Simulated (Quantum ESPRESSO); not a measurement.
# PtS2 (P-3m1) in Quantum ESPRESSO: single point with PBE

Aim: the single point of PtS2 with PBE.

All numbers are computed with Quantum ESPRESSO 7.5; they aren't measurements. Logs are shortened: lines on timing, memory, paths and dates and some standing lists are left out, and cuts for length are marked.

## Step 1: Starting point

The structure is trigonal, space group P-3m1 (No. 164). The conventional cell has a = 3.543 Å, b = 3.543 Å, c = 5.039 Å, α = 90.00°, β = 90.00°, γ = 120.00°. Around Pt (site symmetry -3m) lie 6 S at 2.34 Å. S (site symmetry 3m) has 3 Pt at 2.34 Å as nearest neighbours.

## Step 2: Single point, PBE

run.py

```python
import numpy as np
from ase.calculators.espresso import Espresso, EspressoProfile
from ase.io import read

atoms = read('PtS2.xyz')

input_data = {
    'control': {'calculation': 'scf', 'prefix': 'pwscf', 'outdir': './tmp', 'tprnfor': True, 'tstress': True, 'disk_io': 'nowf'},
    'system': {'ecutwfc': 55.0, 'ecutrho': 440.0, 'nbnd': 21, 'occupations': 'smearing', 'smearing': 'fd', 'degauss': 0.00367493},
    'electrons': {'conv_thr': 6e-10, 'electron_maxstep': 120, 'mixing_beta': 0.5},
}
pseudopotentials = {'S': 's_pbe_v1.4.uspp.F.UPF', 'Pt': 'pt_pbe_v1.4.uspp.F.UPF'}
profile = EspressoProfile(command='pw.x', pseudo_dir='pseudo')
dft = Espresso(profile=profile, input_data=input_data, pseudopotentials=pseudopotentials, kpts=(9, 9, 5), koffset=(0, 0, 0))
atoms.calc = dft

print(f'energy {atoms.get_potential_energy():.8f} eV')
print('forces (eV/A)')
print(np.round(atoms.get_forces(), 6))
print('stress (eV/A^3, Voigt)')
print(np.round(atoms.get_stress(), 8))
print(f'Fermi level {dft.get_fermi_level():.4f} eV')
```

PtS2.xyz

```xyz
3
Lattice="3.5432000000 0.0000000000 0.0000000000 -1.7716000000 3.0685012107 0.0000000000 0.0000000000 0.0000000000 5.0388000000" Properties=species:S:1:pos:R:3 pbc="T T T"
Pt     0.0000000000      0.0000000000      0.0000000000
S      1.7716000002      1.0228337368      3.8949924000
S     -0.0000000002      2.0456674739      1.1438076000
```

Potentials or basis: SSSP 1.3 efficiency PBE.

Run with:

```console
OMP_NUM_THREADS=1 python run.py
```

The log of the run:

```text
energy -3523.32398253 eV
forces (eV/A)
[[ 0.       0.       0.     ]
 [-0.      -0.      -1.24633]
 [ 0.       0.       1.24633]]
stress (eV/A^3, Voigt)
[-0.07440015 -0.07440015 -0.06399559 -0.         -0.          0.        ]
Fermi level 11.2312 eV
```

espresso.pwi:

```text
&CONTROL
   calculation      = 'scf'
   tstress          = .true.
   tprnfor          = .true.
   outdir           = './tmp'
   prefix           = 'pwscf'
   disk_io          = 'nowf'
   pseudo_dir       = 'pseudo'
/
&SYSTEM
   nbnd             = 21
   ecutwfc          = 55.0
   ecutrho          = 440.0
   occupations      = 'smearing'
   degauss          = 0.00367493
   smearing         = 'fd'
   ntyp             = 2
   nat              = 3
   ibrav            = 0
/
&ELECTRONS
   electron_maxstep = 120
   conv_thr         = 6e-10
   mixing_beta      = 0.5
/
&IONS
/
&CELL
/
&FCP
/
&RISM
/
ATOMIC_SPECIES
Pt 195.084 pt_pbe_v1.4.uspp.F.UPF
S 32.06 s_pbe_v1.4.uspp.F.UPF

K_POINTS automatic
9 9 5  0 0 0

CELL_PARAMETERS angstrom
3.54320000000000 0.00000000000000 0.00000000000000
-1.77160000000000 3.06850121070000 0.00000000000000
0.00000000000000 0.00000000000000 5.03880000000000

ATOMIC_POSITIONS angstrom
Pt 0.0000000000 0.0000000000 0.0000000000  
S 1.7716000002 1.0228337368 3.8949924000  
S -0.0000000002 2.0456674739 1.1438076000
```

espresso.pwo:

```text
This program is part of the open-source Quantum ESPRESSO suite
     for quantum simulation of materials; please cite
         "P. Giannozzi et al., J. Phys.:Condens. Matter 21 395502 (2009);
         "P. Giannozzi et al., J. Phys.:Condens. Matter 29 465901 (2017);
         "P. Giannozzi et al., J. Chem. Phys. 152 154105 (2020);
     in publications or presentations arising from this work. More details at

Warning: card &CELL ignored
Warning: card &FCP ignored
Warning: card &RISM ignored

     Message from routine setup:
     using ibrav=0 with symmetry is DISCOURAGED, use correct ibrav instead

     G-vector sticks info
     --------------------
     sticks:   dense  smooth     PW     G-vecs:    dense   smooth      PW
     Sum        1369     673    199                57675    20505    3307

     Using Slab Decomposition

     bravais-lattice index     =            0
     lattice parameter (alat)  =       6.6957  a.u.
     unit-cell volume          =     369.6968 (a.u.)^3
     number of atoms/cell      =            3
     number of atomic types    =            2
     number of electrons       =        28.00
     number of Kohn-Sham states=           21
     kinetic-energy cutoff     =      55.0000  Ry
     charge density cutoff     =     440.0000  Ry
     scf convergence threshold =      6.0E-10
     mixing beta               =       0.5000
     number of iterations used =            8  plain     mixing
     Exchange-correlation=  SLA  PW   PBX  PBC
                           (   1   4   3   4   0   0   0)

     celldm(1)=   6.695678  celldm(2)=   0.000000  celldm(3)=   0.000000
     celldm(4)=   0.000000  celldm(5)=   0.000000  celldm(6)=   0.000000

     crystal axes: (cart. coord. in units of alat)
               a(1) = (   1.000000   0.000000   0.000000 )
               a(2) = (  -0.500000   0.866025   0.000000 )
               a(3) = (   0.000000   0.000000   1.422104 )

     reciprocal axes: (cart. coord. in units 2 pi/alat)
               b(1) = (  1.000000  0.577350 -0.000000 )
               b(2) = (  0.000000  1.154701  0.000000 )
               b(3) = (  0.000000 -0.000000  0.703183 )

     PseudoPot. # 1 for Pt read from file:
     pt_pbe_v1.4.uspp.F.UPF
     Pseudo is Ultrasoft + core correction, Zval = 16.0
     Generated by new atomic code, or converted to UPF format
     Using radial grid of  985 points,  6 beta functions with:
                l(1) =   0
                l(2) =   0
                l(3) =   1
                l(4) =   1
                l(5) =   2
                l(6) =   2
     Q(r) pseudized with  8 coefficients,  rinner =    1.300   1.300   1.300
                                                       1.300   1.300

     PseudoPot. # 2 for S  read from file:
     s_pbe_v1.4.uspp.F.UPF
     Pseudo is Ultrasoft + core correction, Zval =  6.0
     Generated by new atomic code, or converted to UPF format
     Using radial grid of  907 points,  6 beta functions with:
                l(1) =   0
                l(2) =   0
                l(3) =   1
                l(4) =   1
                l(5) =   2
                l(6) =   2
     Q(r) pseudized with  8 coefficients,  rinner =    1.300   1.300   1.300
                                                       1.300   1.300

     atomic species   valence    mass     pseudopotential
     Pt               16.00   195.08400     Pt( 1.00)
     S                 6.00    32.06000     S ( 1.00)

     12 Sym. Ops., with inversion, found

   Cartesian axes

     site n.     atom                  positions (alat units)
         1        Pt     tau(   1) = (   0.0000000   0.0000000   0.0000000  )
         2        S      tau(   2) = (   0.5000000   0.2886751   1.0992866  )
         3        S      tau(   3) = (  -0.0000000   0.5773503   0.3228177  )

     number of k points=    50  Fermi-Dirac smearing, width (Ry)=  0.0037
                       cart. coord. in units 2pi/alat
        k(    1) = (   0.0000000   0.0000000   0.0000000), wk =   0.0049383
        k(    2) = (   0.0000000   0.0000000   0.1406367), wk =   0.0098765
        k(    3) = (   0.0000000   0.0000000   0.2812733), wk =   0.0098765
        k(    4) = (   0.0000000   0.1283001   0.0000000), wk =   0.0296296
        k(    5) = (   0.0000000   0.1283001   0.1406367), wk =   0.0296296
        k(    6) = (   0.0000000   0.1283001   0.2812733), wk =   0.0296296
[... 42 lines left out ...]
        k(   49) = (  -0.2222222   0.5132002  -0.1406367), wk =   0.0592593
        k(   50) = (  -0.2222222   0.5132002  -0.2812733), wk =   0.0592593

     Dense  grid:    57675 G-vectors     FFT dimensions: (  45,  45,  64)

     Smooth grid:    20505 G-vectors     FFT dimensions: (  32,  32,  45)

     Initial potential from superposition of free atoms

     starting charge      27.4999, renormalised to      28.0000

     negative rho (up, down):  1.837E-01 0.000E+00
     Starting wfcs are   20 randomized atomic wfcs +    1 random wfcs

     Self-consistent Calculation

     iteration #  1     ecut=    55.00 Ry     beta= 0.50
     Davidson diagonalization with overlap
     ethr =  1.00E-02,  avg # of iterations =  5.5

     negative rho (up, down):  1.695E-01 0.000E+00

     total energy              =    -257.90643666 Ry
     estimated scf accuracy    <       2.26013372 Ry

     iteration #  2     ecut=    55.00 Ry     beta= 0.50
     Davidson diagonalization with overlap
     ethr =  8.07E-03,  avg # of iterations =  2.0

     negative rho (up, down):  1.740E-01 0.000E+00

     total energy              =    -258.58696278 Ry
     estimated scf accuracy    <       2.53392651 Ry

     iteration #  3     ecut=    55.00 Ry     beta= 0.50
     Davidson diagonalization with overlap
     ethr =  8.07E-03,  avg # of iterations =  1.2

     negative rho (up, down):  1.728E-01 0.000E+00

     total energy              =    -258.94938539 Ry
     estimated scf accuracy    <       0.01987050 Ry

     iteration #  4     ecut=    55.00 Ry     beta= 0.50
     Davidson diagonalization with overlap
     ethr =  7.10E-05,  avg # of iterations =  6.0
[... 37 lines left out ...]
     negative rho (up, down):  1.722E-01 0.000E+00

     total energy              =    -258.95955897 Ry
     estimated scf accuracy    <       0.00000002 Ry

     iteration #  9     ecut=    55.00 Ry     beta= 0.50
     Davidson diagonalization with overlap
     ethr =  6.92E-11,  avg # of iterations =  3.3

     negative rho (up, down):  1.722E-01 0.000E+00

     total energy              =    -258.95955898 Ry
     estimated scf accuracy    <          4.8E-09 Ry

     iteration # 10     ecut=    55.00 Ry     beta= 0.50
     Davidson diagonalization with overlap
     ethr =  1.72E-11,  avg # of iterations =  2.1

     negative rho (up, down):  1.722E-01 0.000E+00

     End of self-consistent calculation

          k = 0.0000 0.0000 0.0000 (  2561 PWs)   bands (ev):

   -43.1255 -43.1255 -42.9515  -4.8298  -1.5699   3.7010   3.7010   3.8355
     6.7624   6.7624   8.9590   9.6027   9.6027  10.6252  13.2056  13.2056
    15.5206  16.5115  18.5981  18.5981  22.6813

          k = 0.0000 0.0000 0.1406 (  2525 PWs)   bands (ev):

   -43.1255 -43.1255 -42.9515  -4.7445  -1.8106   3.7079   3.7079   4.2317
     6.7544   6.7544   8.8178   9.5361   9.5361  10.2865  13.3630  13.3630
    15.6435  17.1150  18.5082  18.5082  21.8171

          k = 0.0000 0.0000 0.2813 (  2512 PWs)   bands (ev):

   -43.1255 -43.1255 -42.9515  -4.5828  -2.1940   3.7191   3.7191   4.9570
     6.7418   6.7418   8.3775   9.4336   9.4336   9.8892  13.6311  13.6311
    16.0841  17.9573  18.3204  18.3204  20.5274

          k = 0.0000 0.1283 0.0000 (  2533 PWs)   bands (ev):

   -43.1282 -43.1262 -42.9511  -4.6627  -1.6779   3.8136   3.8374   4.0029
     6.5208   6.6377   8.4748   9.5923   9.6106  10.7060  12.5800  13.0819
    16.2819  17.1001  18.3208  19.1138  21.6461

          k = 0.0000 0.1283 0.1406 (  2529 PWs)   bands (ev):

   -43.1282 -43.1262 -42.9511  -4.5790  -1.8847   3.7147   3.8092   4.4672
     6.4845   6.6393   8.4414   9.3136   9.6646  10.6541  12.8206  12.9400
    16.2686  17.2136  18.5737  19.3187  20.8596
[... 249 lines left out ...]
   -43.1458 -43.1323 -42.9487  -3.0384  -2.4745   3.6876   4.4610   5.2624
     5.7997   6.3513   7.5416   7.9160   8.6221   9.1321  12.7761  12.9898
    16.2667  17.9993  19.2962  19.5816  20.6431

          k =-0.1111 0.4491-0.2813 (  2547 PWs)   bands (ev):

   -43.1458 -43.1323 -42.9488  -2.9623  -2.5239   3.5168   4.3539   5.0570
     6.1098   6.3560   7.5818   7.9879   8.8248   9.2408  12.5474  13.0729
    16.3471  17.4605  19.2050  20.3707  20.7067

          k =-0.2222 0.5132-0.1406 (  2552 PWs)   bands (ev):

   -43.1455 -43.1370 -42.9483  -2.6630  -2.5390   3.6827   4.3956   4.9264
     5.9720   6.2708   7.3241   7.7224   8.7054   9.3748  12.1651  12.6114
    16.7606  18.4931  19.2607  19.7549  21.0229

          k =-0.2222 0.5132-0.2813 (  2558 PWs)   bands (ev):

   -43.1455 -43.1370 -42.9483  -2.6459  -2.5297   3.6152   4.2646   5.0250
     5.9856   6.3220   7.3348   7.5763   8.8218   9.0529  12.5428  13.1221
    17.1815  17.9548  19.3995  19.6213  20.6184

     the Fermi energy is    11.2312 ev

!    total energy              =    -258.95955898 Ry
     estimated scf accuracy    <          5.7E-10 Ry
     smearing contrib. (-TS)   =      -0.00000031 Ry
     internal energy E=F+TS    =    -258.95955866 Ry

     The total energy is F=E-TS. E is the sum of the following terms:
     one-electron contribution =     -98.35244468 Ry
     hartree contribution      =      64.15742629 Ry
     xc contribution           =     -73.88567245 Ry
     ewald contribution        =    -150.87886783 Ry

     convergence has been achieved in  10 iterations

     negative rho (up, down):  1.722E-01 0.000E+00

     Forces acting on atoms (cartesian axes, Ry/au):

     atom    1 type  1   force =     0.00000000    0.00000000    0.00000000
     atom    2 type  2   force =    -0.00000000   -0.00000000   -0.04847453
     atom    3 type  2   force =     0.00000000    0.00000000    0.04847453

     Total force =     0.068553     Total SCF correction =     0.000031

     Computing stress (Cartesian axis) and pressure

     negative rho (up, down):  1.722E-01 0.000E+00
          total   stress  (Ry/bohr**3)                   (kbar)     P=      113.65
   0.00081032  -0.00000000   0.00000000          119.20       -0.00        0.00
   0.00000000   0.00081032   0.00000000            0.00      119.20        0.00
   0.00000000   0.00000000   0.00069700            0.00        0.00      102.53

=------------------------------------------------------------------------------=
   JOB DONE.
=------------------------------------------------------------------------------=
```

Wall time 49 s (1 thread of Arm Neoverse V1, shared host); peak memory 0.27 GiB.

Results:

| Quantity | Value |
| --- | --- |
| Free energy | -3523.3243 eV |
| Pressure | 11.4 GPa |
| Largest force | 1.246 eV/Å |
| Band gap on the k mesh | 1.02 eV, indirect (least direct gap 1.06 eV) |

Forces in eV/Å, atoms in the order of the input:
```
Pt   0.000  0.000  0.000
S    0.000  0.000 -1.246
S    0.000  0.000  1.246
```

Levels at points of the mesh, in eV from the valence-band top:
```tsv
k point	band 11	band 12	band 13	band 14	band 15	band 16	band 17	band 18
(0.00, 0.00, 0.00)	-1.79	-1.15	-1.15	-0.13	2.46	2.46	4.77	5.76
```

Caveat: spin-orbit coupling is left out, which moves the levels of the heavy elements; an odd mesh through Γ misses points on the zone boundary, where band edges often lie; forces of over 1 eV/Å show positions far from the minimum, so gaps and moduli don't describe the material at rest. A hybrid or GW would open this gap; PBE tends to underestimate it.

## Step 3: For comparison

An earlier run on the cell as given: functional PBE; potentials or basis SSSP 1.3 efficiency PBE; cutoff 748 eV; density cutoff 5987 eV; k mesh 9 × 9 × 5; occupations fermi-dirac, width 0.05 eV; no spin polarisation.

* Pressure: 11.4 GPa
* Largest force: 1.246 eV/Å
* Band gap on the k mesh: 1.02 eV, indirect (least direct gap 1.06 eV)
